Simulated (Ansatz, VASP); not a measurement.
# One calculation of AlN, two programs

File INCAR:

```
SYSTEM = AlN
  PREC = Accurate
  ENCUT = 520
  EDIFF = 1E-8
  ISMEAR = -1
  SIGMA = 0.02
  LREAL = .FALSE.
  LASPH = .TRUE.
  NELM = 100
  ALGO = Normal
  ISIF = 2
  LWAVE = .FALSE.
  LCHARG = .FALSE.
  GGA = PE
  LEFG = .TRUE.
  NBANDS = 11
```

KPOINTS

```
regular mesh
0
G
  12 12 12
  0 0 0
```

Contents of POSCAR:

```
AlN
1.0
    0.0000000000      1.9690000000      1.9690000000
    1.9690000000      0.0000000000      1.9690000000
    1.9690000000      1.9690000000      0.0000000000
Al N
1 1
Direct
    0.0000000000      0.0000000000      0.0000000000
    0.5000000000      0.5000000000      0.5000000000
```

Input for Ansatz:

```yaml
crystal:
  lattice:
    - [0.0, 1.969, 1.969]
    - [1.969, 0.0, 1.969]
    - [1.969, 1.969, 0.0]
  atoms:
    - { symbol: Al, position: [0.0, 0.0, 0.0] }
    - { symbol: "N", position: [0.5, 0.5, 0.5] }
kpoints:
  mp_grid: { grid: [12, 12, 12] }
scf:
  occupations: { method: fermi_dirac, width: 0.02 }
  n_extra_bands: 4
hamiltonian:
  xc: pbe
  pseudopotentials: { kind: paw }
output:
  forces: true
  stress: true
  populations: true
  efg:
    quadrupole_moments_barn: { Al: 0.1466, "N": 0.02044 }
    contact_densities: true
accuracy: medium
```

Measurements of this composition are mostly on another form, of space group No. 186.

Alike in both runs: task electric field gradients; functional PBE; k mesh 12 × 12 × 12; occupations fermi-dirac, width 0.02 eV; no spin polarisation.

```csv
,VASP,Ansatz
version,VASP 6.6.1,Ansatz 0.2.0
potentials or method,"VASP PAW PBE potentials, release 64 (Al, N)","plane-wave PAW, scalar-relativistic"
plane-wave cutoff (eV),520,420
valence electrons in the cell,8,8
```

```csv
,VASP,Ansatz,Ansatz less VASP
gap on the k mesh at the Fermi level (eV),5.16,5.14,-0.014
Vzz of the field gradient on the site that differs most (V/Å²),0.0,0.0,0.00
```

The functional is the same, so the differences come from potentials, cutoffs and numerics.

 As with any semilocal functional, this PBE gap is likely too small. A k mesh can miss the band edges.
